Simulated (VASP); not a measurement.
# Ge (P6_3/mmc) in VASP: notebook

The runs below take Ge through single point, with r2SCAN.

Program: VASP 6.6.1. These are calculated values, not measurements. Logs are shortened: lines on timing, memory, paths and dates and some standing lists are left out, and cuts for length are marked.

## 1. The structure

Symmetry: P6_3/mmc, No. 194, hexagonal system. The conventional cell has a = 3.998 Å, b = 3.998 Å, c = 6.599 Å, α = 90.00°, β = 90.00°, γ = 120.00°. Ge (site symmetry 3m) has 4 Ge at 2.45 to 2.47 Å as nearest neighbours.

This isn't the form of Ge at room conditions, which is diamond.

## 2. Single point, r2SCAN

Contents of INCAR:

```
SYSTEM = Ge
ADDGRID = .False.
ALGO = Normal
EDIFF = 1E-6
ENCUT = 350
ISIF = 2
ISMEAR = 0
LASPH = .True.
LCHARG = .False.
LMIXTAU = .True.
LREAL = .False.
LWAVE = .False.
METAGGA = R2SCAN
NBANDS = 36
NELM = 100
PREC = Accurate
SIGMA = 0.05
```

Contents of KPOINTS:

```
k-points
0
Gamma
  2 2 1
  0 0 0
```

Contents of POSCAR:

```
Ge
1.0
    3.9975858431      0.0000000000      0.0000000000
   -1.9987929216      3.4620108940      0.0000000000
    0.0000000000      0.0000000000      6.5993779500
Ge
4
Direct
    0.3333333333      0.6666666667      0.9370987500
    0.6666666667      0.3333333333      0.4370987500
    0.3333333333      0.6666666667      0.5629012500
    0.6666666667      0.3333333333      0.0629012500
```

Potentials or basis: VASP PAW PBE potentials, release 64 (Ge_d).

Run with:

```sh
$ cat potpaw_PBE.64/Ge_d/POTCAR > POTCAR
$ mpirun -np 1 vasp_std > vasp.out
```

OUTCAR:

```text
SYSTEM = Ge
   EDIFF = 1E-6
   ENCUT = 350
   ISIF = 2
   ISMEAR = 0
   LASPH = .True.
   LREAL = .False.
   METAGGA = R2SCAN
   NELM = 100
   PREC = Accurate

 Found      2 irreducible k-points:

 Following reciprocal coordinates:
            Coordinates               Weight
  0.000000  0.000000  0.000000      1.000000
  0.500000  0.000000  0.000000      3.000000
   k-points           NKPTS =      2   k-points in BZ     NKDIM =      2   number of bands    NBANDS=     36
   number of dos      NEDOS =    301   number of ions     NIONS =      4
   total plane-waves  NPLWV =  23040
   dimension x,y,z NGX =    24 NGY =   24 NGZ =   40
   dimension x,y,z NGXF=    48 NGYF=   48 NGZF=   80
   ions per type =               4
   NGX,Y,Z   is equivalent  to a cutoff of   9.98,  9.98, 10.08 a.u.
   NGXF,Y,Z  is equivalent  to a cutoff of  19.96, 19.96, 20.15 a.u.
 SYSTEM =  Ge
   PREC   = accura    normal or accurate (medium, high low for compatibility)
   ISTART =      0    job   : 0-new  1-cont  2-samecut
   ICHARG =      2    charge: 1-file 2-atom 10-const
   ISPIN  =      1    spin polarized calculation?
   LNONCOLLINEAR =      F non collinear calculations
   LSORBIT =      F    spin-orbit coupling
   LASPH  =      T    aspherical Exc in radial PAW
   ENCUT  =  350.0 eV  25.72 Ry    5.07 a.u.   6.10  6.10 10.07*2*pi/ulx,y,z
   NELM   =    100;   NELMIN=  2; NELMDL= -5     # of ELM steps
   EDIFF  = 0.1E-05   stopping-criterion for ELM
   LREAL  =      F    real-space projection
   EDIFFG = 0.1E-04   stopping-criterion for IOM
   NSW    =      0    number of steps for IOM
   IBRION =     -1    ionic relax: 0-MD 1-quasi-New 2-CG
   NFREE  =      0    steps in history (QN), initial steepest desc. (CG)
   ISIF   =      2    stress and relaxation
   ISYM   =      2    0-nonsym 1-usesym 2-fastsym
   POTIM  = 0.5000    time-step for ionic-motion
   TEBEG  =    0.0;   TEEND  =   0.0 temperature during run
   PSTRESS=    0.0 pullay stress
   NELECT =      56.0000    total number of electrons
   NUPDOWN=      -1.0000    fix difference up-down
   EMIN   =  10.00;   EMAX   =-10.00  energy-range for DOS
   EFERMI =   0.00;   METHOD = LEGACY
   ISMEAR =     0;   SIGMA  =   0.05  broadening in eV -4-tet -1-fermi 0-gaus
   EFERMI_NEDOS =   21; number of points for ismear=-14 and -15
   IALGO  =     38    algorithm
   IMIX   =      4    mixing-type and parameters
     AMIX     =   0.40;   BMIX     =  1.00
     AMIX_MAG =   1.60;   BMIX_MAG =  1.00
  volume/ion in A,a.u.               =      22.83       154.09
  Fermi-wavevector in a.u.,A,eV,Ry     =   1.390789  2.628209 26.317650  1.934293
  Thomas-Fermi vector in A             =   2.514690
   LORBIT       =      0    0 simple, 1 ext, 2 COOP (PROOUT), +10 PAW based schemes
   METAGGA = R2SCAN    functional components
   LHFCALC =     F    Hartree Fock is set to
   AEXX    =    0.0000 exact exchange contribution
   IVDW    =     0    specifies the selected vdW correction
   LEPSILON=     F    determine dielectric tensor
   LRPA    =     F    only Hartree local field effects (RPA)
 non-spin polarized calculation
 Gauss-broadening in eV      SIGMA  =   0.05
  energy-cutoff  :      350.00
  volume of cell :       91.33
 maximum number of plane-waves:      1364
   NGX = 13   NGY = 13   NGZ = 21

 number of electron      55.9999901 magnetization

 Free energy of the ion-electron system (eV)
  ---------------------------------------------------
  ext. energy  EPLUGINS =         0.00000000
  ---------------------------------------------------
  free energy    TOTEN  =       -52.58127932 eV

  energy without entropy =      -52.57243283  energy(sigma->0) =      -52.57685608

 E-fermi :   5.0175     XC(G=0): -10.7094

 val. band max:        4.9657807669   @ k =   0.0000   0.0000   0.0000
 cond. band min:       5.0550969412   @ k =   0.0000   0.0000   0.0000
 fundamental gap:      0.0893161743
 Fermi energy:         5.0174794036

 k-point     1 :       0.0000    0.0000    0.0000
  band No.  band energies     occupation
      1     -20.6732      2.00000
      2     -20.6731      2.00000
      3     -20.6686      2.00000
      4     -20.6549      2.00000
      5     -20.6275      2.00000
      6     -20.6274      2.00000
[... 28 lines left out ...]
     35       9.6607      0.00000
     36      11.4647      0.00000

 k-point     2 :       0.5000    0.0000    0.0000
  band No.  band energies     occupation
      1     -20.7125      2.00000
      2     -20.7096      2.00000
      3     -20.6757      2.00000
      4     -20.6426      2.00000
      5     -20.5971      2.00000
      6     -20.5742      2.00000
[... 28 lines left out ...]
     35      12.7999      0.00000
     36      13.4931      0.00000

------------------------ aborting loop because EDIFF is reached ----------------------------------------

  FORCE on cell =-STRESS in cart. coord.  units (eV):
  Direction    XX          YY          ZZ          XY          YZ          ZX
  --------------------------------------------------------------------------------------
  -------------------------------------------------------------------------------------
  Total        4.1872371      4.1872371     -5.4206020     -0.0000000      0.0000000      0.0000000
  in kB       73.4528924     73.4528924    -95.0886928     -0.0000000      0.0000000      0.0000000
  external PRESSURE =      17.2723640 kB  Pullay stress =       0.0000000 kB

 VOLUME and BASIS-vectors are now :
 -----------------------------------------------------------------------------
  energy-cutoff  :      350.00
  volume of cell :       91.33
      direct lattice vectors                 reciprocal lattice vectors
     3.997585843  0.000000000  0.000000000     0.250150976  0.144424733  0.000000000
    -1.998792922  3.462010894  0.000000000     0.000000000  0.288849467  0.000000000
     0.000000000  0.000000000  6.599377950     0.000000000  0.000000000  0.151529433

 POSITION                                       TOTAL-FORCE (eV/Angst)
 -----------------------------------------------------------------------------------
     -0.00000      2.30801      6.18427        -0.000000      0.000000      0.109183
      1.99879      1.15400      2.88458        -0.000000     -0.000000      0.109183
     -0.00000      2.30801      3.71480         0.000000      0.000000     -0.109183
      1.99879      1.15400      0.41511         0.000000     -0.000000     -0.109183
 -----------------------------------------------------------------------------------
    total drift:                               -0.000000      0.000000     -0.000000

  FREE ENERGIE OF THE ION-ELECTRON SYSTEM (eV)
  ---------------------------------------------------
  free  energy   TOTEN  =       -52.5812793202 eV

  energy  without entropy=      -52.5724328312  energy(sigma->0) =      -52.57685608
```

OSZICAR:

```text
N       E                     dE             d eps       ncg     rms          rms(c)
DAV:   1     0.419035388735E+03    0.41904E+03   -0.23789E+04   176   0.368E+03
DAV:   2     0.191729815776E+02   -0.39986E+03   -0.39061E+03   144   0.670E+02
DAV:   3    -0.541619392613E+02   -0.73335E+02   -0.72666E+02   156   0.190E+02
[... 23 lines left out ...]
DAV:  27    -0.525811240444E+02   -0.24424E-03   -0.43312E-05   184   0.609E-02    0.438E-02
DAV:  28    -0.525812268708E+02   -0.10283E-03   -0.35715E-05   192   0.581E-02    0.310E-02
DAV:  29    -0.525812796132E+02   -0.52742E-04   -0.32072E-05   168   0.574E-02    0.838E-03
DAV:  30    -0.525812799806E+02   -0.36744E-06   -0.17874E-05   144   0.320E-02    0.407E-03
DAV:  31    -0.525812793202E+02    0.66038E-06   -0.56661E-07    92   0.613E-03
   1 F= -.52581279E+02 E0= -.52576856E+02  d E =-.884649E-02
```

stdout:

```text
POSCAR found type information on POSCAR Ge
 POSCAR found :  1 types and       4 ions
 scaLAPACK will be used
 -----------------------------------------------------------------------------
|                                                                             |
|                                                                             |
|     You enforced a specific xc type in the INCAR file but a different       |
|     I HOPE YOU KNOW WHAT YOU ARE DOING!                                     |
|                                                                             |
 -----------------------------------------------------------------------------

 LDA part: xc-table for (None), standard interpolation
 POSCAR, INCAR and KPOINTS ok, starting setup
 FFT: planning ... GRIDC
 FFT: planning ... GRID_SOFT
 FFT: planning ... GRID
 WAVECAR not read
 entering main loop
```

It took 35 s on 1 thread of Intel Xeon 6975P-C (Granite Rapids), shared host; peak memory 0.15 GiB.

The run converged, but some of its settings lie outside the range that counts as converged, so its numbers aren't taken as properties of the crystal.

What came out:

```yaml
Free_energy: -52.5813 eV
Largest_force: 0.109 eV/Å
Band_gap_on_the_k_mesh: 0.09 eV, direct
```

Caveat: the k mesh is coarse (spacing up to 0.95 Å⁻¹), so the values aren't converged; the cutoff is under 1.25 times the usual one of these potentials, so pressure, stress and relaxed cells hold a basis-set (Pulay) error; the PAW data sets were made with another functional, which shifts forces and pressure a little.

## 3. Single point, r2SCAN

Changes to INCAR since step 2:

```diff
@@ -4,3 +4,3 @@
 EDIFF = 1E-6
-ENCUT = 350
+ENCUT = 400
 ISIF = 2
```

KPOINTS is that of step 2.

POSCAR is that of step 2.

Potentials or basis: VASP PAW PBE potentials, release 64 (Ge_d).

Run with:

```sh
$ cat potpaw_PBE.64/Ge_d/POTCAR > POTCAR
$ mpirun -np 1 vasp_std > vasp.out
```

Run time: 43 s. Hardware: 1 thread of Intel Xeon 6975P-C (Granite Rapids), shared host; peak memory 0.18 GiB.

These settings aren't checked as converged: the numbers below hold their error.

What came out:

| Item | Value |
| --- | --- |
| Free energy | -52.5739 eV |
| Pressure | 1.4 GPa |
| Largest force | 0.097 eV/Å |
| Band gap on the k mesh | 0.09 eV, direct |

Caveat: the k mesh is coarse (spacing up to 0.95 Å⁻¹), so the values aren't converged; the PAW data sets were made with another functional, which shifts forces and pressure a little.

## 4. Single point, r2SCAN

Changes to INCAR since step 3:

```diff
@@ -4,3 +4,3 @@
 EDIFF = 1E-6
-ENCUT = 400
+ENCUT = 500
 ISIF = 2
```

KPOINTS is that of step 3.

POSCAR is that of step 3.

Run with:

```sh
$ cat potpaw_PBE.64/Ge_d/POTCAR > POTCAR
$ mpirun -np 1 vasp_std > vasp.out
```

It took 51 s on 1 thread of Intel Xeon 6975P-C (Granite Rapids), shared host; peak memory 0.2 GiB.

The run converged, but some of its settings lie outside the range that counts as converged, so its numbers aren't taken as properties of the crystal.

Results:

| Property | Result |
| --- | --- |
| Free energy | -52.5833 eV |
| Pressure | 1.6 GPa |
| Largest force | 0.101 eV/Å |
| Band gap on the k mesh | 0.09 eV, direct |

Caveat: the k mesh is coarse (spacing up to 0.95 Å⁻¹), so the values aren't converged; the PAW data sets were made with another functional, which shifts forces and pressure a little.

## 5. Single point, r2SCAN

Changes to INCAR since step 4:

```diff
@@ -4,3 +4,3 @@
 EDIFF = 1E-6
-ENCUT = 500
+ENCUT = 200
 ISIF = 2
```

Contents of KPOINTS:

```
k-points
0
Gamma
  3 3 2
  0 0 0
```

POSCAR is that of step 4.

Run with:

```sh
$ cat potpaw_PBE.64/Ge_d/POTCAR > POTCAR
$ mpirun -np 1 vasp_std > vasp.out
```

It took 33 s on 1 thread of Intel Xeon 6975P-C (Granite Rapids), shared host; peak memory 0.12 GiB.

The run converged, but a check on its numbers failed (symmetry, net force, bounds or a known fault of this set-up), so they aren't taken as properties of the crystal.

Caveat: the k mesh is coarse (spacing up to 0.60 Å⁻¹), so the values aren't converged; the cutoff lies under the usual one of these potentials, so the numbers hold a large basis-set error; a pressure of tens of GPa on the cell as given is suspect, and the run, the potentials or the cell itself is likely at fault; the PAW data sets were made with another functional, which shifts forces and pressure a little.

## 6. The reference run

An earlier run on the cell as given: functional PBE; potentials or basis VASP PAW PBE potentials, release 64 (Ge_d); cutoff 520 eV; k mesh 8 × 8 × 4; occupations fermi-dirac, width 0.05 eV; no spin polarisation.

- Pressure: 2.9 GPa
- Largest force: 0.014 eV/Å
- Band gap on the k mesh: 0.12 eV, direct
